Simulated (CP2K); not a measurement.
ZrS2:

```
Zr S
1.0
     3.69138    0.00000    0.00000
    -1.84569    3.19683    0.00000
     0.00000    0.00000    6.04108
Zr S
1 2
Direct
  0.00000 0.00000 0.00000
  0.33333 0.66667 0.23791
  0.66667 0.33333 0.76209
```

The cell is a database's computed one.

Program: CP2K 2026.2. Alike in all runs: task band structure; no spin polarisation; cell as given; k mesh 8 × 8 × 5.

Question: Order these runs on this cell by their band gap on the k mesh, lowest first.
A. level r2SCAN; potentials or basis POTENTIAL_UZH Zr GTH-SCAN-q12, S GTH-SCAN-q6; TZVP-MOLOPT-SCAN-GTH basis; smearing fermi-dirac 0.05 eV; EPS_DEFAULT 1.0E-10; NGRIDS 5; points a segment of the path (NPOINTS) 10; bands added on the path 2; CUTOFF of the grids 700 Ry
B. level LDA; potentials or basis GTH_POTENTIALS Zr GTH-PADE-q12, S GTH-PADE-q6; TZVP-MOLOPT-PBE-GTH basis; smearing fermi-dirac 0.05 eV; EPS_DEFAULT 1.0E-10; NGRIDS 5; points a segment of the path (NPOINTS) 8; bands added on the path 6; CUTOFF of the grids 450 Ry
C. level TB-mBJ; potentials or basis POTENTIAL_UZH Zr GTH-PBE-q12, S GTH-PBE-q6; TZVP-MOLOPT-PBE-GTH basis; smearing fermi-dirac 0.01 eV; EPS_DEFAULT 1.0E-9; NGRIDS 4; points a segment of the path (NPOINTS) 8; bands added on the path 4; CUTOFF of the grids 700 Ry

Answer: B (0.93 eV), C (1.12 eV), A (1.38 eV).

Caveats: the basis of atomic orbitals isn't converged, which shifts pressures, moduli and gaps; this is a model potential without an energy functional, so only levels have meaning (some runs).

A k mesh can miss the band edges.

Not every run made on this cell is shown here.
